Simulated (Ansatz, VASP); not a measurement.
Al: VASP beside Ansatz

The input INCAR:

```
SYSTEM = Al
ALGO = Fast
EDIFF = 1E-6
EDIFFG = -0.01
ENCUT = 600
GGA = PS
IBRION = 2
ISIF = 3
ISMEAR = 0
LASPH = .True.
LCHARG = .False.
LREAL = .False.
LWAVE = .False.
NELM = 100
NSW = 100
PREC = Accurate
SIGMA = 0.1
```

Contents of KPOINTS:

```
k-points
0
Gamma
  24 24 24
  0 0 0
```

Contents of POSCAR:

```
Al
1.0
   -1.5912186900      1.5912186900      1.5912186900
    1.5912186900     -1.5912186900      1.5912186900
    1.5912186900      1.5912186900     -1.5912186900
Al
1
Direct
    0.0000000000      0.0000000000      0.0000000000
```

Input for Ansatz:

```yaml
crystal:
  lattice:
    - [-1.59121869, 1.59121869, 1.59121869]
    - [1.59121869, -1.59121869, 1.59121869]
    - [1.59121869, 1.59121869, -1.59121869]
  atoms:
    - { symbol: Al, position: [0.0, 0.0, 0.0] }
basis:
  ecutwfc: 420
kpoints:
  mp_grid: { grid: [24, 24, 24] }
hamiltonian:
  xc: pbesol
scf:
  occupations: { method: gaussian, width: 0.1 }
output:
  forces: true
  stress: true
  eigenvalues: true
relax:
  adjacent_minimum: "off"
  f_tol: 0.01
  max_steps: 80
  cell: { stress_tol: 0.05 }
```

Alike in both runs: task relaxation of cell and atoms; functional PBEsol; k mesh 24 × 24 × 24; occupations gaussian, width 0.1 eV; no spin polarisation.

|  | VASP | Ansatz |
| --- | --- | --- |
| version | VASP 6.6.1 | Ansatz 0.2.0 |
| potentials or method | VASP PAW PBE potentials, release 64 (Al) | scalar-relativistic, plane waves, PAW |
| plane-wave cutoff (eV) | 600 | 420 |
| valence electrons in the cell | 3 | 3 |

VASP gave:

| Quantity | Value |
| --- | --- |
| gap on the k mesh at the Fermi level, each at its own relaxed structure (eV) | none |
| relaxed volume (Å³/atom) | 16.59 |
| relaxed cell length with the largest relative difference (Å) | 2.783 |
| energy change over the relaxation (meV/atom) | -3 |

Q: Which values does Ansatz return?

A: gap on the k mesh at the Fermi level, each at its own relaxed structure (eV): none; relaxed volume (Å³/atom): 16.57; relaxed cell length with the largest relative difference (Å): 2.782; energy change over the relaxation (meV/atom): -3.

A gap of «none» marks a metal or a gap that the smearing closes.

Caveats: the PAW data sets were made with another functional, which shifts forces and pressure a little (VASP).
